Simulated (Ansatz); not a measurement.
Could WSe2 exist in this structure?

Plane-wave DFT in Ansatz with scalar-relativistic PAW potentials. The crystal relaxes under PBE to P6_3/mmc with a = 3.321 Å, c = 15.257 Å, 24.28 Å³/atom. No spin polarisation.

```cif
data_structure
_symmetry_space_group_name_H-M 'P6_3/mmc'
_symmetry_Int_Tables_number 194
_cell_length_a 3.3207
_cell_length_b 3.3207
_cell_length_c 15.2573
_cell_angle_alpha 90.000
_cell_angle_beta 90.000
_cell_angle_gamma 120.000
_cell_volume 145.70
loop_
_atom_site_label
_atom_site_type_symbol
_atom_site_symmetry_multiplicity
_atom_site_Wyckoff_symbol
_atom_site_fract_x
_atom_site_fract_y
_atom_site_fract_z
_atom_site_occupancy
W1 W 2 c 0.33333 0.66667 0.25000 1
Se1 Se 4 f 0.33333 0.66667 0.64002 1
```

Q: Test it against the elements, against displacements at the zone centre and against strain.

A:
- Energy over the elements: -0.561 eV/atom (PBE, standard states in the same functional, gases uncorrected)
- Optical modes at Γ: all 15 real, 19 to 306 cm⁻¹ (PBEsol, without the LO-TO term)
- Least eigenvalue of the elastic tensor: 13 GPa (PBEsol)

It passes all three tests. So it is a local minimum against everything tried and bound against the elements. Modes at other wave vectors, other structures and decomposition into other compounds weren't tested here. The modes and the tensor belong to cells relaxed at their own level (20.42 Å³/atom for the tensor), not to the cell shown; modes and shear constants soften as a cell grows, so the larger cell shown may fail a test that the smaller one passes.

Spin–orbit coupling is left out, which can shift energies with elements as heavy as these. The cell holds layers, and where no dispersion correction was added their binding is poorly described.

Cost: 3 runs of about 49 core-minutes in all, on Intel Xeon 6975P-C (Granite Rapids) (shared hosts).